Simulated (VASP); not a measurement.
# SnTe (Pm-3m) in VASP: a series of runs

Aim: see how the results for SnTe move with the level of theory and the settings. Levels: r2SCAN, HSE06. Tasks: single point.

Program: VASP 6.6.1. These are calculated values, not measurements. Logs are shortened: lines on timing, memory, paths and dates and some standing lists are left out, and cuts for length are marked.

### 1 The structure

Symmetry: Pm-3m, No. 221, cubic system. The conventional cell has a = 3.892 Å, b = 3.892 Å, c = 3.892 Å, α = 90.00°, β = 90.00°, γ = 90.00°. Sn (site symmetry m-3m) is surrounded by 8 Te at 3.37 Å. Te (site symmetry m-3m) has 8 Sn at 3.37 Å as nearest neighbours.

The cell was built by a generator and needn't be a form met in nature.

### 2 Single point, r2SCAN

Input file POSCAR:

```
SnTe
1.0
    3.8918236295      0.0000000000      0.0000000000
    0.0000000000      3.8918236295      0.0000000000
    0.0000000000      0.0000000000      3.8918236295
Sn Te
1 1
Direct
    0.0000000000      0.0000000000      0.0000000000
    0.5000000000      0.5000000000      0.5000000000
```

Input file INCAR.step1:

```
PREC = Accurate
ENCUT = 520
ISMEAR = -1
SIGMA = 0.02
LREAL = False
LASPH = True
NELM = 100
NBANDS = 17
GGA = PE
ALGO = Normal
EDIFF = 1E-4
LWAVE = True
LCHARG = False
```

Input file INCAR.step2:

```
PREC = Accurate
ENCUT = 520
EDIFF = 1E-7
ISMEAR = -1
SIGMA = 0.02
LREAL = False
LASPH = True
NELM = 100
ALGO = Normal
ISIF = 2
LWAVE = False
LCHARG = False
METAGGA = R2SCAN
LMIXTAU = True
NBANDS = 17
ISTART = 1
```

Input file KPOINTS:

```
regular mesh
0
Gamma
  4 4 4
```

Potentials or basis: VASP PAW PBE potentials, release 64 (Sn_d, Te).

The run is started by

```sh
cat potpaw_PBE.64/Sn_d/POTCAR potpaw_PBE.64/Te/POTCAR > POTCAR
cp INCAR.step1 INCAR
mpirun -np 1 vasp_std > vasp.out
cp INCAR.step2 INCAR
mpirun -np 1 vasp_std > vasp.out
```

OUTCAR:

```text
PREC = Accurate
   ENCUT = 520
   EDIFF = 1E-7
   ISMEAR = -1
   LREAL = False
   LASPH = True
   NELM = 100
   ISIF = 2
   METAGGA = R2SCAN
   ISTART = 1

 ion  position               nearest neighbor table
   1  0.000  0.000  0.000-   2 3.37   2 3.37   2 3.37   2 3.37   2 3.37   2 3.37   2 3.37   2 3.37

   2  0.500  0.500  0.500-   1 3.37   1 3.37   1 3.37   1 3.37   1 3.37   1 3.37   1 3.37   1 3.37

  LATTYP: Found a simple cubic cell.
 ALAT       =     3.8918236295

  Lattice vectors:

 A1 = (   3.8918236295,   0.0000000000,   0.0000000000)
 A2 = (   0.0000000000,   3.8918236295,   0.0000000000)
 A3 = (   0.0000000000,   0.0000000000,   3.8918236295)

Analysis of symmetry for initial positions (statically):
=====================================================================
 Subroutine PRICEL returns:
 Original cell was already a primitive cell.

 Routine SETGRP: Setting up the symmetry group for a
 simple cubic supercell.

 Subroutine GETGRP returns: Found 48 space group operations
 (whereof 48 operations were pure point group operations)
 out of a pool of 48 trial point group operations.

The static configuration has the point symmetry O_h .

Analysis of symmetry for dynamics (positions and initial velocities):
=====================================================================
 Subroutine PRICEL returns:
 Original cell was already a primitive cell.

 Routine SETGRP: Setting up the symmetry group for a
 simple cubic supercell.

 Subroutine GETGRP returns: Found 48 space group operations
 (whereof 48 operations were pure point group operations)
 out of a pool of 48 trial point group operations.

The dynamic configuration has the point symmetry O_h .

 Subroutine INISYM returns: Found 48 space group operations
 (whereof 48 operations are pure point group operations),
 and found     1 'primitive' translations

----------------------------------------------------------------------------------------

                                     Primitive cell

  volume of cell :      58.9467

  direct lattice vectors                    reciprocal lattice vectors
     3.891823630  0.000000000  0.000000000     0.256948951  0.000000000  0.000000000
     0.000000000  3.891823630  0.000000000     0.000000000  0.256948951  0.000000000
     0.000000000  0.000000000  3.891823630     0.000000000  0.000000000  0.256948951

  length of vectors
     3.891823630  3.891823630  3.891823630     0.256948951  0.256948951  0.256948951

  position of ions in fractional coordinates (direct lattice)
     0.000000000  0.000000000  0.000000000
     0.500000000  0.500000000  0.500000000

  ion indices of the primitive-cell ions
   primitive index   ion index
                 1           1
                 2           2

----------------------------------------------------------------------------------------

 KPOINTS: regular mesh

Automatic generation of k-mesh.
 Grid dimensions read from file:
 generate k-points for:    4    4    4

 Generating k-lattice:

  Cartesian coordinates                     Fractional coordinates (reciprocal lattice)
     0.064237238  0.000000000  0.000000000     0.250000000  0.000000000  0.000000000
     0.000000000  0.064237238  0.000000000     0.000000000  0.250000000  0.000000000
     0.000000000  0.000000000  0.064237238     0.000000000  0.000000000  0.250000000

  Length of vectors
     0.064237238  0.064237238  0.064237238

  Shift w.r.t. Gamma in fractional coordinates (k-lattice)
     0.000000000  0.000000000  0.000000000

 Subroutine IBZKPT returns following result:
 ===========================================

 Found     10 irreducible k-points:

 Following reciprocal coordinates:
            Coordinates               Weight
  0.000000  0.000000  0.000000      1.000000
  0.250000  0.000000  0.000000      6.000000
  0.500000  0.000000  0.000000      3.000000
  0.250000  0.250000  0.000000     12.000000
  0.500000  0.250000  0.000000     12.000000
  0.500000  0.500000  0.000000      3.000000
  0.250000  0.250000  0.250000      8.000000
  0.500000  0.250000  0.250000     12.000000
  0.500000  0.500000  0.250000      6.000000
  0.500000  0.500000  0.500000      1.000000
   k-points           NKPTS =     10   k-points in BZ     NKDIM =     10   number of bands    NBANDS=     17
   number of dos      NEDOS =    301   number of ions     NIONS =      2
   total plane-waves  NPLWV =  27000
   dimension x,y,z NGX =    30 NGY =   30 NGZ =   30
   dimension x,y,z NGXF=    60 NGYF=   60 NGZF=   60
   ions per type =               1   1
   NGX,Y,Z   is equivalent  to a cutoff of  12.82, 12.82, 12.82 a.u.
   NGXF,Y,Z  is equivalent  to a cutoff of  25.63, 25.63, 25.63 a.u.
 SYSTEM =  unknown system
   PREC   = accura    normal or accurate (medium, high low for compatibility)
   ISTART =      1    job   : 0-new  1-cont  2-samecut
   ICHARG =      0    charge: 1-file 2-atom 10-const
   ISPIN  =      1    spin polarized calculation?
   LNONCOLLINEAR =      F non collinear calculations
   LSORBIT =      F    spin-orbit coupling
   LASPH  =      T    aspherical Exc in radial PAW
   ENCUT  =  520.0 eV  38.22 Ry    6.18 a.u.   7.24  7.24  7.24*2*pi/ulx,y,z
   NELM   =    100;   NELMIN=  2; NELMDL=  0     # of ELM steps
   EDIFF  = 0.1E-06   stopping-criterion for ELM
   LREAL  =      F    real-space projection
   EDIFFG = 0.1E-05   stopping-criterion for IOM
   NSW    =      0    number of steps for IOM
   IBRION =     -1    ionic relax: 0-MD 1-quasi-New 2-CG
   NFREE  =      0    steps in history (QN), initial steepest desc. (CG)
   ISIF   =      2    stress and relaxation
   ISYM   =      2    0-nonsym 1-usesym 2-fastsym
   POTIM  = 0.5000    time-step for ionic-motion
   TEBEG  =    0.0;   TEEND  =   0.0 temperature during run
   PSTRESS=    0.0 pullay stress
   NELECT =      20.0000    total number of electrons
   NUPDOWN=      -1.0000    fix difference up-down
   EMIN   =  10.00;   EMAX   =-10.00  energy-range for DOS
   EFERMI =   0.00;   METHOD = LEGACY
   ISMEAR =    -1;   SIGMA  =   0.02  broadening in eV -4-tet -1-fermi 0-gaus
   EFERMI_NEDOS =   21; number of points for ismear=-14 and -15
   IALGO  =     38    algorithm
   IMIX   =      4    mixing-type and parameters
     AMIX     =   0.40;   BMIX     =  1.00
     AMIX_MAG =   1.60;   BMIX_MAG =  1.00
  volume/ion in A,a.u.               =      29.47       198.90
  Fermi-wavevector in a.u.,A,eV,Ry     =   1.141822  2.157730 17.738692  1.303757
  Thomas-Fermi vector in A             =   2.278521
   LORBIT       =      0    0 simple, 1 ext, 2 COOP (PROOUT), +10 PAW based schemes
   METAGGA = R2SCAN    functional components
   LHFCALC =     F    Hartree Fock is set to
   AEXX    =    0.0000 exact exchange contribution
   IVDW    =     0    specifies the selected vdW correction
   LEPSILON=     F    determine dielectric tensor
   LRPA    =     F    only Hartree local field effects (RPA)
 non-spin polarized calculation
  energy-cutoff  :      520.00
  volume of cell :       58.95
 maximum number of plane-waves:      1622
 NGX is ok and might be reduce to    30
   NGX = 15   NGY = 15   NGZ = 15

 number of electron      19.9999983 magnetization

 Free energy of the ion-electron system (eV)
  ---------------------------------------------------
  ext. energy  EPLUGINS =         0.00000000
  ---------------------------------------------------
  free energy    TOTEN  =       -49.89588557 eV

  energy without entropy =      -49.88639830  energy(sigma->0) =      -49.89114194

 E-fermi :   7.0372     XC(G=0): -10.4874

 val. band max:        7.0364791550   @ k =   0.5000   0.2500   0.2500
 cond. band min:       7.2163758187   @ k =   0.5000   0.0000   0.0000
 fundamental gap:      0.1798966637
 Fermi energy:         7.0371650577

 k-point     1 :       0.0000    0.0000    0.0000
  band No.  band energies     occupation
      1     -15.3131      2.00000
      2     -15.3131      2.00000
      3     -15.2730      2.00000
      4     -15.2730      2.00000
      5     -15.2730      2.00000
      6      -5.7875      2.00000
[... 9 lines left out ...]
     16      18.3922      0.00000
     17      18.3922      0.00000

 k-point     2 :       0.2500    0.0000    0.0000
  band No.  band energies     occupation
      1     -15.3124      2.00000
      2     -15.2960      2.00000
      3     -15.2789      2.00000
      4     -15.2789      2.00000
      5     -15.2726      2.00000
      6      -5.2866      2.00000
[... 9 lines left out ...]
     16      16.3779      0.00000
     17      18.2447      0.00000

 k-point     3 :       0.5000    0.0000    0.0000
  band No.  band energies     occupation
      1     -15.3118      2.00000
      2     -15.2849      2.00000
      3     -15.2849      2.00000
      4     -15.2790      2.00000
      5     -15.2722      2.00000
      6      -4.4929      2.00000
[... 9 lines left out ...]
     16      19.4971      0.00000
     17      20.1189      0.00000

 k-point     4 :       0.2500    0.2500    0.0000
  band No.  band energies     occupation
      1     -15.3037      2.00000
      2     -15.2868      2.00000
      3     -15.2863      2.00000
      4     -15.2785      2.00000
      5     -15.2777      2.00000
      6      -4.8149      2.00000
[... 9 lines left out ...]
     16      15.6371      0.00000
     17      15.8211      0.00000

 k-point     5 :       0.5000    0.2500    0.0000
  band No.  band energies     occupation
      1     -15.3009      2.00000
      2     -15.2937      2.00000
      3     -15.2837      2.00000
      4     -15.2773      2.00000
      5     -15.2716      2.00000
      6      -4.1122      2.00000
[... 9 lines left out ...]
     16      16.2109      0.00000
     17      16.6863      0.00000

 k-point     6 :       0.5000    0.5000    0.0000
  band No.  band energies     occupation
      1     -15.3025      2.00000
      2     -15.2946      2.00000
      3     -15.2825      2.00000
      4     -15.2825      2.00000
      5     -15.2597      2.00000
      6      -3.6224      2.00000
[... 9 lines left out ...]
     16      14.7608      0.00000
     17      14.9743      0.00000

 k-point     7 :       0.2500    0.2500    0.2500
  band No.  band energies     occupation
      1     -15.2864      2.00000
      2     -15.2864      2.00000
      3     -15.2861      2.00000
      4     -15.2842      2.00000
      5     -15.2842      2.00000
      6      -4.3827      2.00000
[... 9 lines left out ...]
     16      16.1384      0.00000
     17      18.1462      0.00000

 k-point     8 :       0.5000    0.2500    0.2500
  band No.  band energies     occupation
      1     -15.2925      2.00000
      2     -15.2910      2.00000
      3     -15.2856      2.00000
      4     -15.2836      2.00000
      5     -15.2687      2.00000
      6      -3.7771      2.00000
[... 9 lines left out ...]
     16      16.7612      0.00000
     17      18.5050      0.00000

 k-point     9 :       0.5000    0.5000    0.2500
  band No.  band energies     occupation
      1     -15.2999      2.00000
      2     -15.2899      2.00000
      3     -15.2899      2.00000
      4     -15.2768      2.00000
      5     -15.2594      2.00000
      6      -3.3611      2.00000
[... 9 lines left out ...]
     16      18.4155      0.00000
     17      19.0822      0.00000

 k-point    10 :       0.5000    0.5000    0.5000
  band No.  band energies     occupation
      1     -15.2972      2.00000
      2     -15.2972      2.00000
      3     -15.2972      2.00000
      4     -15.2591      2.00000
      5     -15.2591      2.00000
      6      -3.0519      2.00000
[... 9 lines left out ...]
     16      22.1866      0.00000
     17      23.0745      0.00000

------------------------ aborting loop because EDIFF is reached ----------------------------------------

  FORCE on cell =-STRESS in cart. coord.  units (eV):
  Direction    XX          YY          ZZ          XY          YZ          ZX
  --------------------------------------------------------------------------------------
  -------------------------------------------------------------------------------------
  Total        0.0662834      0.0662834      0.0662834     -0.0000000     -0.0000000      0.0000000
  in kB        1.8015900      1.8015900      1.8015900     -0.0000000     -0.0000000      0.0000000
  external PRESSURE =       1.8015900 kB  Pullay stress =       0.0000000 kB

 VOLUME and BASIS-vectors are now :
 -----------------------------------------------------------------------------
  energy-cutoff  :      520.00
  volume of cell :       58.95
      direct lattice vectors                 reciprocal lattice vectors
     3.891823630  0.000000000  0.000000000     0.256948951  0.000000000  0.000000000
     0.000000000  3.891823630  0.000000000     0.000000000  0.256948951  0.000000000
     0.000000000  0.000000000  3.891823630     0.000000000  0.000000000  0.256948951

 POSITION                                       TOTAL-FORCE (eV/Angst)
 -----------------------------------------------------------------------------------
      0.00000      0.00000      0.00000         0.000000      0.000000      0.000000
      1.94591      1.94591      1.94591         0.000000      0.000000      0.000000
 -----------------------------------------------------------------------------------
    total drift:                               -0.000000     -0.000000     -0.000000

  FREE ENERGIE OF THE ION-ELECTRON SYSTEM (eV)
  ---------------------------------------------------
  free  energy   TOTEN  =       -49.8958855747 eV

  energy  without entropy=      -49.8863982963  energy(sigma->0) =      -49.89114194
```

Run time: 39 s. Hardware: 1 thread of AMD EPYC 9R14 (Zen 4), shared host; peak memory 0.14 GiB.

What came out:

```yaml
Free_energy: -49.8959 eV
Pressure: 0.2 GPa
Band_gap_on_the_k_mesh: none (metal or under the smearing width)
```

Caveat: the k mesh is coarse (spacing up to 0.40 Å⁻¹), so the values aren't converged; the PAW data sets were made with another functional, which shifts forces and pressure a little.

[end of part 1 of 2]
